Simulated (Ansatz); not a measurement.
`S[SiH2][TeH]` + `CCCS` → `SC[SiH2]S` + `CC[TeH]`  (formal exchange of groups at the Si–Te bond)

Calculated with Ansatz (gas phase, PBE0-D4/def2-TZVP geometries, no zero-point term in ΔE). CCSD(T)/CBS adds triple-zeta CCSD(T) − MP2 to the extrapolated MP2 energy (def2 sets, frozen cores). DFT in def2-TZVPP. B3LYP here is the variant with VWN-RPA as its local correlation; programs differ in this. Elements past krypton have def2 core potentials. For Te outer-core shells are correlated without core-valence functions, which leaves a few kJ/mol of doubt a bond. Each species was taken in one conformer, which may not be the lowest.

| level | ΔE (kJ/mol) |
| --- | --- |
| B3LYP-D4 | 59.0 |
| PBE | 63.0 |
| HF/def2-TZVPP | 69.0 |
| MP2/def2-TZVPP | 58.3 |
| CCSD/def2-TZVPP | 59.0 |
| MP2/def2-QZVPP | 58.8 |
| HF/CBS(def2) | 68.3 |
| MP2/CBS(def2) | 59.6 |

(1) What does CCSD(T)/CBS give? (Best estimate.)

Largest T1 diagnostic among the species: 0.011.

## Answers

(1) Ansatz gave: +58.5 kJ/mol. The listed levels differ from it by 0.5, 4.5, 10.5, -0.2, 0.5, 0.3, 9.8, 1.1 kJ/mol.

In def2-TZVPP, CCSD(T) changes the Hartree–Fock value by −11.8 kJ/mol (the triples alone add −1.8 kJ/mol) and MP2 by −10.6 kJ/mol. From PBE to PBE0 (25 % exact exchange), in def2-TZVPP and without D4, ΔE moves by +3.6 kJ/mol.

CCSD(T)/CBS has its own doubt, a few kJ/mol and more with outer-core shells, so smaller differences from it don't rank the levels.
